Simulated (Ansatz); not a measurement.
**Sb: which structure wins, scalar-relativistic**

Aim: relax Sb in several structures (fcc, bcc, hcp, sc, diamond) and rank them by energy, scalar-relativistic. The runs shown use LAPW. Companion runs by PAW are cited.

Computed with Ansatz 0.2.0 (DFT, PBE, all-electron LAPW, scalar-relativistic, unless a step's input says otherwise).

## Step 1: The starting structure

It takes space group Fm-3m (No. 225, cubic). Conventional cell: a = 4.792 Å, b = 4.792 Å, c = 4.792 Å, α = 90.00°, β = 90.00°, γ = 90.00°. Sb (site symmetry m-3m) has 12 Sb at 3.39 Å as nearest neighbours.

As a file:

```cif
data_structure
_symmetry_space_group_name_H-M 'P 1'
_symmetry_Int_Tables_number 1
_cell_length_a 3.3883
_cell_length_b 3.3883
_cell_length_c 3.3883
_cell_angle_alpha 60.000
_cell_angle_beta 60.000
_cell_angle_gamma 60.000
_cell_volume 27.51
loop_
_atom_site_label
_atom_site_type_symbol
_atom_site_fract_x
_atom_site_fract_y
_atom_site_fract_z
_atom_site_occupancy
Sb1 Sb 0.00000 0.00000 0.00000 1
```

## Step 2: Fcc relaxed, LAPW

The input, input.yaml:

```yaml
crystal:
  lattice:
    - [0.0, 2.3958649983, 2.3958649983]
    - [2.3958649983, 0.0, 2.3958649983]
    - [2.3958649983, 2.3958649983, 0.0]
  atoms:
    - { symbol: Sb, position: [0.0, 0.0, 0.0] }
kpoints:
  mp_grid: { grid: [15, 15, 15] }
scf:
  occupations: { method: fermi_dirac, width: 0.05 }
hamiltonian:
  xc: pbe
  pseudopotentials: { kind: all_electron, lapw: { basis_error: 0.0005 } }
output:
  forces: true
  stress: true
  eigenvalues: true
  populations: true
relax:
  f_tol: 0.005
  max_steps: 25
  cell: {}
```

Command:

```
ansatz run input.yaml --threads 1 --pin off --max-ram 3072MiB --backend cpu --events-out ev --progress --plain --runs-dir out
```

Output (excerpt; [...] marks lines left out):

```text
[...]
Sb: projections on atomic orbitals take those of the free atom 1s2 2s2 2p6 3s2 3p6 3d10 4s2 4p6 4d10 5s2 5p3, of charge +0.00 (hamiltonian.pseudopotentials.projection_atoms)
LAPW: plane waves up to 6.868 Å⁻¹, error target 5.0e-4 eV per atom; small_component_spin mean_spin; Sb in spheres of 1.643 Å, 23 of its electrons in bands, Dirac shells []
[...]
Pseudopotentials: kind: all_electron
Pseudopotential: Sb, LAPW, valence charge 23, Koelling and Harmon's equation, gaussian nucleus
Functional definition: PBE
[...]
Crystal: 1 atoms, lattice volume = 27.505 Å³
Basis set: ecut = 179.7093915138806 eV, 169 PW (Γ), exchange–correlation at level 2
Bands: 16, of which v1, the nominal top of the filled ones, is band 12 counted from 1 (11 counted from 0)
Symmetry: 48 space group operations
Space group: Fm-3m (ITA 225), of the structure as read, at distance tolerance 3.0e-5 Å
k-points: 120 of 3375
[...]
SCF iter   1: F=—  HF=-176367.884366 eV  |F-HF|=—  |Δ(HF+E_count)|=         —  Δρ=5.08e-3  dr2=5.07e-3  ethr=2.17e-5  ⟨swp⟩=3.6  Hψ=13818  notcnv=0
[...]
relax step   1: F+E_penalty+E_count = -176367.87709196 eV  Δ(F+E_penalty+E_count) = +0.000e0 eV  max|allowed force component| = 0.000e0 eV/Å  Δτ_max = 0.0000 Å  P = -0.003 GPa  Ω = 27.505 Å³  (7 SCF iters, accepted)
[...]
relax step   2: F+E_penalty+E_count = -176367.87709196 eV  Δ(F+E_penalty+E_count) = -1.106e-9 eV  max|allowed force component| = 0.000e0 eV/Å  Δτ_max = 0.0000 Å  P = -0.003 GPa  Ω = 27.505 Å³  stress off target by 2.65e-3 GPa  SCF on the basis re-selected at this cell (its energy is not [...]
SCF converged after 2 iterations
Free energy (F): -176367.877092 eV
[...]
E sigma→0 (E₀):  -176367.874568 eV
Entropy (-TS):   -0.005049 eV (-5.049 meV/atom)
Fermi energy:    14.267949 eV
[...]
--- Forces (eV/Å), atoms counted from 1 ---
  atom   1  Sb    -0.00000000     0.00000000    -0.00000000
[...]
--- Stress (GPa, compression-positive) ---
       -0.002653       0.000000      -0.000000
        0.000000      -0.002653       0.000000
       -0.000000       0.000000      -0.002653
  P = ⅓ Tr σ = -0.0027 GPa (-0.027 kbar)
--- Band table (eV; the first three rows and the last of 120) ---
  k-point 0: bands = ["-130.2924", "-83.2604", "-83.2604", "-83.2604", "-15.0901", "-15.0901", "-15.0901", "-15.0557", "-15.0557", "1.4707", "19.3950", "19.3950", "19.3950", "24.4069", "24.6444", "24.6444"]
[...]
--- Relaxed structure (1 steps of the walk, 1 accepted, 1 SCFs on fresh bases) ---
  F+E_penalty+E_count = -176367.87709196 eV   max|allowed force component| = 0.000e0 eV/Å   (the final SCF, on the basis selected at the relaxed cell)
  cell:  # Å, volume = 27.5053 Å³
    - [0.0, 2.3958649983, 2.3958649983]
    - [2.3958649983, 0.0, 2.3958649983]
    - [2.3958649983, 2.3958649983, 0.0]
  atoms:
    - { symbol: Sb, position: [0.0, 0.0, 0.0] }
--- Löwdin populations: 1 site ---
  site symbol       q [e]
     0     Sb     50.9399
  spilling = 0.001179 (of n_electrons = 51.000000)
```

Run time: 14 s. Hardware: 1 thread of Arm Neoverse V2, shared host; peak memory 0.3 GiB.

Relaxation path:

```
step  energy from step 1 (eV/cell)  largest force component (eV/Å)  pressure (GPa)  volume (Å³)
   1                        0.0000                          0.0000            0.00        27.51
   2                        0.0000                          0.0000            0.00        27.51
```

Step 1 is the start. Step 2 repeats the geometry before on a plane-wave basis chosen anew for that cell, so the energy can jump there without any move; the table keeps such jumps.

| input's cell | before | after | change |
| --- | --- | --- | --- |
| a (Å) | 3.388 | 3.388 | +0.0 % |
| b (Å) | 3.388 | 3.388 | +0.0 % |
| c (Å) | 3.388 | 3.388 | +0.0 % |
| volume (Å³/atom) | 27.51 | 27.51 | +0.0 % |

This run gives: pressure 0.00 GPa; no gap.

## Step 3: Bcc relaxed, LAPW

Edit input.yaml of step 2 so:

```diff
@@ -2,5 +2,5 @@
   lattice:
-    - [0.0, 2.3958649983, 2.3958649983]
-    - [2.3958649983, 0.0, 2.3958649983]
-    - [2.3958649983, 2.3958649983, 0.0]
+    - [-1.893279435, 1.893279435, 1.893279435]
+    - [1.893279435, -1.893279435, 1.893279435]
+    - [1.893279435, 1.893279435, -1.893279435]
   atoms:
```

Command:

```
ansatz run input.yaml --threads 1 --pin off --max-ram 3072MiB --backend cpu --events-out ev --progress --plain --runs-dir out
```

Output (excerpt; [...] marks lines left out):

```text
[...]
Sb: projections on atomic orbitals take those of the free atom 1s2 2s2 2p6 3s2 3p6 3d10 4s2 4p6 4d10 5s2 5p3, of charge +0.00 (hamiltonian.pseudopotentials.projection_atoms)
LAPW: plane waves up to 7.179 Å⁻¹, error target 5.0e-4 eV per atom; small_component_spin mean_spin; Sb in spheres of 1.590 Å, 23 of its electrons in bands, Dirac shells []
[...]
[... 3 set-up lines as earlier in the session ...]
[...]
Crystal: 1 atoms, lattice volume = 27.146 Å³
Basis set: ecut = 196.3722694267513 eV, 177 PW (Γ), exchange–correlation at level 2
Bands: 16, of which v1, the nominal top of the filled ones, is band 12 counted from 1 (11 counted from 0)
[... 1 set-up line as earlier in the session ...]
Space group: Im-3m (ITA 229), of the structure as read, at distance tolerance 3.0e-5 Å
[...]
       -0.018174       0.000000      -0.000000
        0.000000      -0.018174       0.000000
       -0.000000       0.000000      -0.018174
  P = ⅓ Tr σ = -0.0182 GPa (-0.182 kbar)
--- Band table (eV; the first three rows and the last of 120) ---
  k-point 0: bands = ["-130.0511", "-83.0188", "-83.0188", "-83.0188", "-14.8638", "-14.8638", "-14.8638", "-14.7961", "-14.7961", "1.6228", "19.8233", "19.8233", "19.8233", "25.6106", "25.6106", "25.6106"]
[...]
--- Relaxed structure (1 steps of the walk, 1 accepted, 1 SCFs on fresh bases) ---
  F+E_penalty+E_count = -176367.95702308 eV   max|allowed force component| = 0.000e0 eV/Å   (the final SCF, on the basis selected at the relaxed cell)
  cell:  # Å, volume = 27.1459 Å³
    - [-1.893279435, 1.893279435, 1.893279435]
    - [1.893279435, -1.893279435, 1.893279435]
    - [1.893279435, 1.893279435, -1.893279435]
  atoms:
    - { symbol: Sb, position: [0.0, 0.0, 0.0] }
--- Löwdin populations: 1 site ---
  site symbol       q [e]
     0     Sb     50.9473
  spilling = 0.001033 (of n_electrons = 51.000000)
```

Wall time 14 s (1 thread of Arm Neoverse V2, shared host); peak memory 0.3 GiB.

Relaxation path:

```csv
step,energy from step 1 (eV/cell),largest force component (eV/Å),pressure (GPa),volume (Å³)
1,0.0000,0.0000,-0.02,27.15
2,0.0000,0.0000,-0.02,27.15
```

Step 1 is the start. Step 2 repeats the geometry before on a plane-wave basis chosen anew for that cell, so the energy can jump there without any move; the table keeps such jumps.

| input's cell | before | after | change |
| --- | --- | --- | --- |
| a (Å) | 3.279 | 3.279 | +0.0 % |
| b (Å) | 3.279 | 3.279 | +0.0 % |
| c (Å) | 3.279 | 3.279 | +0.0 % |
| volume (Å³/atom) | 27.15 | 27.15 | +0.0 % |

Read from it: pressure -0.02 GPa; no gap.

## Step 4: Hcp relaxed, LAPW

The input, input.yaml:

```yaml
crystal:
  lattice:
    - [3.3771613043, 0.0, 0.0]
    - [-1.6885806522, 2.9247074822, 0.0]
    - [0.0, 0.0, 5.5585399059]
  atoms:
    - { symbol: Sb, position: [0.3333333333, 0.6666666667, 0.25] }
    - { symbol: Sb, position: [0.6666666667, 0.3333333333, 0.75] }
kpoints:
  mp_grid: { grid: [14, 14, 8] }
scf:
  occupations: { method: fermi_dirac, width: 0.05 }
hamiltonian:
  xc: pbe
  pseudopotentials: { kind: all_electron, lapw: { basis_error: 0.0005 } }
output:
  forces: true
  stress: true
  eigenvalues: true
  populations: true
relax:
  f_tol: 0.005
  max_steps: 25
  cell: {}
```

Command:

```
ansatz run input.yaml --threads 1 --pin off --max-ram 3072MiB --backend cpu --events-out ev --progress --plain --runs-dir out
```

Output (excerpt; [...] marks lines left out):

```text
[...]
Sb: projections on atomic orbitals take those of the free atom 1s2 2s2 2p6 3s2 3p6 3d10 4s2 4p6 4d10 5s2 5p3, of charge +0.00 (hamiltonian.pseudopotentials.projection_atoms)
LAPW: plane waves up to 6.899 Å⁻¹, error target 5.0e-4 eV per atom; small_component_spin mean_spin; Sb in spheres of 1.638 Å, 23 of its electrons in bands, Dirac shells []
[...]
[... 3 set-up lines as earlier in the session ...]
[...]
Crystal: 2 atoms, lattice volume = 54.903 Å³
Basis set: ecut = 181.32294526266435 eV, 313 PW (Γ), exchange–correlation at level 2
Bands: 28, of which v1, the nominal top of the filled ones, is band 23 counted from 1 (22 counted from 0)
Symmetry: 24 space group operations
Space group: P63/mmc (ITA 194), of the structure as read, at distance tolerance 3.8e-5 Å
[...]
--- Stress (GPa, compression-positive) ---
        0.002269      -0.000000       0.000000
       -0.000000       0.002269       0.000000
        0.000000       0.000000       0.008748
  P = ⅓ Tr σ = 0.0044 GPa (0.044 kbar)
--- Band table (eV; the first three rows and the last of 120) ---
[...]
--- Relaxed structure (1 steps of the walk, 1 accepted, 1 SCFs on fresh bases) ---
  F+E_penalty+E_count = -352735.82353142 eV   max|allowed force component| = 9.252e-18 eV/Å   (the final SCF, on the basis selected at the relaxed cell)
  cell:  # Å, volume = 54.9029 Å³
    - [3.3771613042990825, 2.8867470960039412e-11, 0.0]
    - [-1.6885806521745412, 2.924707482186361, 0.0]
    - [0.0, 0.0, 5.5585399059]
  atoms:
    - { symbol: Sb, position: [0.33333333333333337, 0.6666666666666666, 0.25] }
    - { symbol: Sb, position: [0.6666666666666666, 0.3333333333333333, 0.7500000000000001] }
--- Löwdin populations: 2 sites ---
  site symbol       q [e]
     0     Sb     50.9442
     1     Sb     50.9442
  spilling = 0.001093 (of n_electrons = 102.000000)
```

Run time: 37 s. Hardware: 1 thread of Arm Neoverse V2, shared host; peak memory 0.47 GiB.

Step by step:

| step | energy from step 1 (eV/cell) | largest force component (eV/Å) | pressure (GPa) | volume (Å³) |
| --- | --- | --- | --- | --- |
| 1 | 0.0000 | 0.0000 | 0.00 | 54.90 |
| 2 | 0.0000 | 0.0000 | 0.00 | 54.90 |

Step 1 is the start. Step 2 repeats the geometry before on a plane-wave basis chosen anew for that cell, so the energy can jump there without any move; the table keeps such jumps.

| input's cell | before | after | change |
| --- | --- | --- | --- |
| a (Å) | 3.377 | 3.377 | -0.0 % |
| b (Å) | 3.377 | 3.377 | -0.0 % |
| c (Å) | 5.559 | 5.559 | -0.0 % |
| volume (Å³/atom) | 27.45 | 27.45 | -0.0 % |

In short: pressure 0.00 GPa; no gap.

## Step 5: Sc relaxed, LAPW

The input, input.yaml:

```yaml
crystal:
  lattice:
    - [3.1072664683, 0.0, 0.0]
    - [0.0, 3.1072664683, 0.0]
    - [0.0, 0.0, 3.1072664683]
  atoms:
    - { symbol: Sb, position: [0.0, 0.0, 0.0] }
kpoints:
  mp_grid: { grid: [13, 13, 13] }
scf:
  occupations: { method: fermi_dirac, width: 0.05 }
hamiltonian:
  xc: pbe
  pseudopotentials: { kind: all_electron, lapw: { basis_error: 0.0005 } }
output:
  forces: true
  stress: true
  eigenvalues: true
  populations: true
relax:
  f_tol: 0.005
  max_steps: 25
  cell: {}
```

Command:

```
ansatz run input.yaml --threads 1 --pin off --max-ram 3072MiB --backend cpu --events-out ev --progress --plain --runs-dir out
```

Output (excerpt; [...] marks lines left out):

```text
[...]
Sb: projections on atomic orbitals take those of the free atom 1s2 2s2 2p6 3s2 3p6 3d10 4s2 4p6 4d10 5s2 5p3, of charge +0.00 (hamiltonian.pseudopotentials.projection_atoms)
LAPW: plane waves up to 7.710 Å⁻¹, error target 5.0e-4 eV per atom; small_component_spin mean_spin; Sb in spheres of 1.507 Å, 23 of its electrons in bands, Dirac shells []
[...]
[... 3 set-up lines as earlier in the session ...]
[...]
Crystal: 1 atoms, lattice volume = 30.001 Å³
Basis set: ecut = 226.47449682464043 eV, 251 PW (Γ), exchange–correlation at level 2
Bands: 16, of which v1, the nominal top of the filled ones, is band 12 counted from 1 (11 counted from 0)
[... 1 set-up line as earlier in the session ...]
Space group: Pm-3m (ITA 221), of the structure as read, at distance tolerance 3.1e-5 Å
[...]
--- Stress (GPa, compression-positive) ---
        0.006788      -0.000000       0.000000
       -0.000000       0.006788       0.000000
        0.000000       0.000000       0.006788
  P = ⅓ Tr σ = 0.0068 GPa (0.068 kbar)
--- Band table (eV; the first three rows and the last of 84) ---
  k-point 0: bands = ["-131.7606", "-84.7276", "-84.7276", "-84.7276", "-16.6554", "-16.6554", "-16.4837", "-16.4837", "-16.4837", "0.1975", "15.7930", "15.7930", "15.7930", "19.6525", "19.6525", "20.7724"]
[...]
--- Relaxed structure (1 steps of the walk, 1 accepted, 1 SCFs on fresh bases) ---
  F+E_penalty+E_count = -176368.15733199 eV   max|allowed force component| = 0.000e0 eV/Å   (the final SCF, on the basis selected at the relaxed cell)
  cell:  # Å, volume = 30.0010 Å³
    - [3.1072664683, 0.0, 0.0]
    - [0.0, 3.1072664683, 0.0]
    - [0.0, 0.0, 3.1072664683]
  atoms:
    - { symbol: Sb, position: [0.0, 0.0, 0.0] }
--- Löwdin populations: 1 site ---
  site symbol       q [e]
     0     Sb     50.9662
  spilling = 0.000663 (of n_electrons = 51.000000)
```

It took 9.7 s on 1 thread of Arm Neoverse V2, shared host; peak memory 0.29 GiB.

Step by step:

```csv
step,energy from step 1 (eV/cell),largest force component (eV/Å),pressure (GPa),volume (Å³)
1,0.0000,0.0000,0.01,30.00
2,0.0000,0.0000,0.01,30.00
```

Step 1 is the start. Step 2 repeats the geometry before on a plane-wave basis chosen anew for that cell, so the energy can jump there without any move; the table keeps such jumps.

| input's cell | before | after | change |
| --- | --- | --- | --- |
| a (Å) | 3.107 | 3.107 | -0.0 % |
| b (Å) | 3.107 | 3.107 | -0.0 % |
| c (Å) | 3.107 | 3.107 | -0.0 % |
| volume (Å³/atom) | 30.00 | 30.00 | -0.0 % |

Read from it: pressure 0.01 GPa; no gap.

## Step 6: Diamond relaxed, LAPW

The input, input.yaml:

```yaml
crystal:
  lattice:
    - [0.0, 3.4921930505, 3.4921930505]
    - [3.4921930505, 0.0, 3.4921930505]
    - [3.4921930505, 3.4921930505, 0.0]
  atoms:
    - { symbol: Sb, position: [-0.125, -0.125, -0.125] }
    - { symbol: Sb, position: [0.125, 0.125, 0.125] }
kpoints:
  mp_grid: { grid: [11, 11, 11] }
scf:
  occupations: { method: fermi_dirac, width: 0.05 }
hamiltonian:
  xc: pbe
  pseudopotentials: { kind: all_electron, lapw: { basis_error: 0.0005 } }
output:
  forces: true
  stress: true
  eigenvalues: true
  populations: true
relax:
  f_tol: 0.005
  max_steps: 25
  cell: {}
```

Command:

```
ansatz run input.yaml --threads 1 --pin off --max-ram 3072MiB --backend cpu --events-out ev --progress --plain --runs-dir out
```

Output (excerpt; [...] marks lines left out):

```text
[...]
Sb: projections on atomic orbitals take those of the free atom 1s2 2s2 2p6 3s2 3p6 3d10 4s2 4p6 4d10 5s2 5p3, of charge +0.00 (hamiltonian.pseudopotentials.projection_atoms)
LAPW: plane waves up to 7.985 Å⁻¹, error target 5.0e-4 eV per atom; small_component_spin mean_spin; Sb in spheres of 1.467 Å, 23 of its electrons in bands, Dirac shells []
[...]
[... 3 set-up lines as earlier in the session ...]
[...]
Crystal: 2 atoms, lattice volume = 85.177 Å³
Basis set: ecut = 242.9121069201546 eV, 725 PW (Γ), exchange–correlation at level 2
Bands: 28, of which v1, the nominal top of the filled ones, is band 23 counted from 1 (22 counted from 0)
[... 1 set-up line as earlier in the session ...]
Space group: Fd-3m (ITA 227), of the structure as read, at distance tolerance 4.4e-5 Å
[...]
  atom   1  Sb     0.00000000     0.00000000     0.00000000
  atom   2  Sb     0.00000000     0.00000000    -0.00000000
[...]
--- Stress (GPa, compression-positive) ---
        0.013199       0.000000       0.000000
        0.000000       0.013199       0.000000
        0.000000       0.000000       0.013199
  P = ⅓ Tr σ = 0.0132 GPa (0.132 kbar)
--- Band table (eV; the first three rows and the last of 56) ---
[...]
--- Relaxed structure (1 steps of the walk, 1 accepted, 1 SCFs on fresh bases) ---
  F+E_penalty+E_count = -352735.77369345 eV   max|allowed force component| = 1.388e-17 eV/Å   (the final SCF, on the basis selected at the relaxed cell)
  cell:  # Å, volume = 85.1775 Å³
    - [0.0, 3.4921930505, 3.4921930505]
    - [3.4921930505, 0.0, 3.4921930505]
    - [3.4921930505, 3.4921930505, 0.0]
  atoms:
    - { symbol: Sb, position: [-0.125, -0.125, -0.125] }
    - { symbol: Sb, position: [0.125, 0.125, 0.125] }
--- Löwdin populations: 2 sites ---
  site symbol       q [e]
     0     Sb     50.9627
     1     Sb     50.9627
  spilling = 0.000731 (of n_electrons = 102.000000)
```

Wall time 30 s (1 thread of Arm Neoverse V2, shared host); peak memory 0.43 GiB.

Step by step:

```csv
step,energy from step 1 (eV/cell),largest force component (eV/Å),pressure (GPa),volume (Å³)
1,0.0000,0.0000,0.01,85.18
2,0.0000,0.0000,0.01,85.18
```

Step 1 is the start. Step 2 repeats the geometry before on a plane-wave basis chosen anew for that cell, so the energy can jump there without any move; the table keeps such jumps.

| input's cell | before | after | change |
| --- | --- | --- | --- |
| a (Å) | 4.939 | 4.939 | +0.0 % |
| b (Å) | 4.939 | 4.939 | +0.0 % |
| c (Å) | 4.939 | 4.939 | +0.0 % |
| volume (Å³/atom) | 42.59 | 42.59 | +0.0 % |

This run gives: pressure 0.01 GPa; no gap.

## Step 7: Side by side

The PAW rows are taken from companion runs at the same settings.

Free energy per atom, from each method's lowest phase:

| method | start | space group, start → end | volume (Å³/atom) | pressure (GPa) | free energy (meV/atom) |
| --- | --- | --- | --- | --- | --- |
| LAPW | fcc | Fm-3m → Fm-3m | 27.505 | 0.0 | 280.2 |
| LAPW | bcc | Im-3m → Im-3m | 27.146 | 0.0 | 200.3 |
| LAPW | hcp | P6_3/mmc → P6_3/mmc | 27.451 | 0.0 | 245.6 |
| LAPW | sc | Pm-3m → Pm-3m | 30.001 | 0.0 | 0.0 |
| LAPW | diamond | Fd-3m → Fd-3m | 42.589 | 0.0 | 270.5 |
| PAW | fcc | Fm-3m → Fm-3m | 27.505 | 0.0 | 280.1 |
| PAW | bcc | Im-3m → Im-3m | 27.146 | 0.0 | 200.4 |
| PAW | hcp | P6_3/mmc → P6_3/mmc | 27.451 | 0.0 | 245.5 |
| PAW | sc | Pm-3m → Pm-3m | 30.001 | 0.0 | 0.0 |
| PAW | diamond | Fd-3m → Fd-3m | 42.589 | 0.0 | 270.1 |

## Step 8: Summary of results

| quantity | value |
| --- | --- |
| lowest (LAPW) | sc, 200.3 meV/atom under bcc |
| lowest (PAW) | sc, 200.4 meV/atom under bcc |

By LAPW the order is sc < bcc < hcp < diamond < fcc. By PAW the order is sc < bcc < hcp < diamond < fcc. The methods agree on the lowest phase. Only these structures were tried, with electrons smeared by 0.05 eV and without vibrations, so the true ground state may be another. The k meshes differ between phases and weren't tested, which can move differences by some meV. Spin-orbit coupling is left out, though the cell holds Sb; in elements this heavy it can shift bands and gaps by tenths of an eV.
